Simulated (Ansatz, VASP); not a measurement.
## One calculation of NaI, two programs

Contents of INCAR:

```
  PREC = Accurate
  ENCUT = 520
  EDIFF = 1E-7
  ISMEAR = -1
  SIGMA = 0.05
  LREAL = False
  LASPH = True
  NELM = 150
  ALGO = Normal
  ISIF = 2
  LWAVE = False
  LCHARG = False
  MAGMOM = 0 0 0 0 0 0
  LORBIT = 11
  LSORBIT = True
  GGA_COMPAT = False
  LORBMOM = True
  GGA = PS
  NBANDS = 26
```

KPOINTS

```
regular mesh
0
Gamma
  5 5 5
```

The input POSCAR:

```
NaI
1.0
    0.0000000000      3.2364000000      3.2364000000
    3.2364000000      0.0000000000      3.2364000000
    3.2364000000      3.2364000000      0.0000000000
I Na
1 1
Direct
    0.5000000000      0.5000000000      0.5000000000
    0.0000000000      0.0000000000      0.0000000000
```

Contents of input.yaml:

```yaml
crystal:
  lattice:
    - [0.0, 3.2364, 3.2364]
    - [3.2364, 0.0, 3.2364]
    - [3.2364, 3.2364, 0.0]
  atoms:
    - { symbol: I, position: [0.5, 0.5, 0.5] }
    - { symbol: Na, position: [0.0, 0.0, 0.0] }
kpoints:
  mp_grid: { grid: [5, 5, 5] }
  band_path:
    path:
      - [0.0, 0.0, 0.0]
      - [0.5, 0.0, 0.5]
      - [0.5, 0.25, 0.75]
      - [0.375, 0.375, 0.75]
      - [0.0, 0.0, 0.0]
      - [0.5, 0.5, 0.5]
      - [0.625, 0.25, 0.625]
      - [0.5, 0.25, 0.75]
    npoints: 12
scf:
  occupations: { method: fermi_dirac, width: 0.05 }
hamiltonian:
  xc: pbesol
  pseudopotentials: { kind: all_electron, lapw: { basis_error: 0.001 } }
magnetization:
  noncollinear: true
  spin_orbit: true
output:
  forces: true
  stress: true
  eigenvalues: true
```

Alike in both runs: functional PBEsol; k mesh 5 × 5 × 5; occupations fermi-dirac, width 0.05 eV; non-collinear spin, spin-orbit coupling.

```csv
,VASP,Ansatz
version,VASP 6.6.1,Ansatz 0.2.0
potentials or method,"VASP PAW PBE potentials, release 64 (I, Na_pv)","all-electron LAPW, relativistic spinors"
plane-wave cutoff (eV),520,see its input
task,single point,band structure
```

|  | VASP | Ansatz | Ansatz less VASP |
| --- | --- | --- | --- |
| gap on the k mesh at the Fermi level (eV) | 3.17 | 3.17 | -0.001 |
| least direct gap on the mesh (eV) | 3.17 | 3.17 | -0.001 |
| pressure (GPa) | -0.4 | -0.5 | -0.03 |
| net moment per atom (μB) | 0.00 | 0.00 | 0.000 |

Ansatz ran all-electron here, so the differences hold the error of VASP's frozen core and of both bases.

Caveats: the PAW data sets were made with another functional, which shifts forces and pressure a little (VASP).
